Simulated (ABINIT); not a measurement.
The system is CO2.

```xyz
6
Lattice="4.2272 0.0000 0.0000 0.0000 4.2272 0.0000 0.0000 0.0000 4.6878" Properties=species:S:1:pos:R:3 pbc="T T T"
O     3.4022    3.4022    0.0000
O     0.8250    0.8250    0.0000
O     2.9386    1.2886    2.3439
O     1.2886    2.9386    2.3439
C     0.0000    0.0000    0.0000
C     2.1136    2.1136    2.3439
```

The cell comes from a database or a generator and needn't be the stable form of this composition.

| Quantity | Value |
| --- | --- |
| Program | ABINIT 10.8.3 (patched build) |
| Task | single point |
| Functional | PBE |
| Potentials or basis | JTH PAW PBE v2.0 |
| Cutoff | 626 eV |
| k mesh | 6 × 6 × 6 |
| Occupations | fermi-dirac, width 0.05 eV |
| Spin | no spin polarisation |

On this cell: pressure 2.9 GPa; largest force 0.253 eV/Å; band gap on the k mesh 6.58 eV, indirect (least direct gap 7.04 eV).

The same run follows on a disturbed copy (atoms moved at random, drawn with an rms of 0.05 Å):

```
O C
1.0
     4.22721    0.00000    0.00000
     0.00000    4.22721    0.00000
     0.00000    0.00000    4.68777
O C
4 2
Cartesian
  3.4356 3.3999 0.0073
  0.8087 0.8809 -0.0247
  2.8813 1.2752 2.3365
  1.2642 2.9726 2.3956
  -0.0009 0.0090 -0.0166
  2.1151 2.1186 2.3542
```

Q: What does the disturbed cell give?

A: The energy moves by +23.4 meV/atom; pressure 2.0 GPa; largest force 5.862 eV/Å; band gap on the k mesh 6.44 eV, indirect (least direct gap 6.91 eV).

Forces on the atoms (eV/Å):
```
O   -1.221 -1.236 -0.004
O   -1.135 -1.308  0.006
O    2.126 -2.022 -0.121
O    2.160 -1.949 -0.214
C    2.355  2.526  0.030
C   -4.285  3.989  0.304
```

Stress tensor (GPa, compression positive):
```
 1.58  0.10  0.04
 0.10  2.27 -0.13
 0.04 -0.13  2.15
```

Caveats: the atomic spheres overlap.

A k mesh can miss the band edges.
